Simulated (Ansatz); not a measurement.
# Sn: an axial (c/a) deformation path and further scans

One table from this session's results is given with a row withheld; the runs are named, their logs left out.

Method: DFT PBEsol, scalar-relativistic, plane waves, PAW, in Ansatz 0.2.0.

### The starting structure

Symmetry: Immm, No. 71, orthorhombic system. The conventional cell has a = 3.453 Å, b = 3.551 Å, c = 4.677 Å, α = 90.00°, β = 90.00°, γ = 90.00°. Around Sn (site symmetry mmm) lie 12 Sn at 3.41 to 3.55 Å.

Structure file:

```cif
data_structure
_symmetry_space_group_name_H-M 'Immm'
_symmetry_Int_Tables_number 71
_cell_length_a 3.4531
_cell_length_b 3.5511
_cell_length_c 4.6767
_cell_angle_alpha 90.000
_cell_angle_beta 90.000
_cell_angle_gamma 90.000
_cell_volume 57.35
loop_
_atom_site_label
_atom_site_type_symbol
_atom_site_symmetry_multiplicity
_atom_site_Wyckoff_symbol
_atom_site_fract_x
_atom_site_fract_y
_atom_site_fract_z
_atom_site_occupancy
Sn1 Sn 2 a 0.00000 0.00000 0.00000 1
```

It goes back to an entry of the Materials Project, which need not be the stable form.

The cell is taken as given, not relaxed at this level.

The first run:

Input file input.yaml:

```yaml
crystal:
  lattice:
    - [-1.726539, 1.775547, 2.338342]
    - [1.726539, -1.775547, 2.338342]
    - [1.726539, 1.775547, -2.338342]
  atoms:
    - { symbol: Sn, position: [0.0, 0.0, 0.0] }
basis:
  ecutwfc: 420
kpoints:
  mp_grid: { grid: [22, 22, 22] }
hamiltonian:
  xc: pbesol
scf:
  occupations: { method: gaussian, width: 0.15 }
output:
  forces: true
  stress: true
  eigenvalues: true
```

Among the steps run: The undisturbed cell; At ρ = 0.850; ρ = 1.200; ρ = 0.920; At ρ = 1.100; At ρ = 0.960.

One table of the session follows, with a row left open; its other results are not shown here.

It belongs to the step «The scan collected». Collected from the runs (energy zero: the undisturbed cell):

| ρ | ΔE (meV/atom) | pressure (GPa) |
| --- | --- | --- |
| 0.850 | 5.2 | -3.9 |
| 0.920 | ? | ? |
| 0.960 | 0.4 | -3.7 |
| 1.000 | 0.0 | -3.6 |
| 1.100 | 0.8 | -3.6 |
| 1.200 | 5.5 | -3.6 |

Q: Estimate the row for ρ = 0.920 from the others.

Worked estimate for «ΔE (meV/atom)». A straight line through the neighbours (0.850, 5.2) and (0.960, 0.4) gives 5.2 + (0.4 − 5.2) × (0.920 − 0.850) / (0.960 − 0.850) = 2.1; a parabola fitted to 3 rows on both sides gives 1.5.

The run gave: ΔE (meV/atom): 1.5; pressure (GPa): -3.8. In «ΔE (meV/atom)» the line misses by +0.6 and the parabola by 0.0.
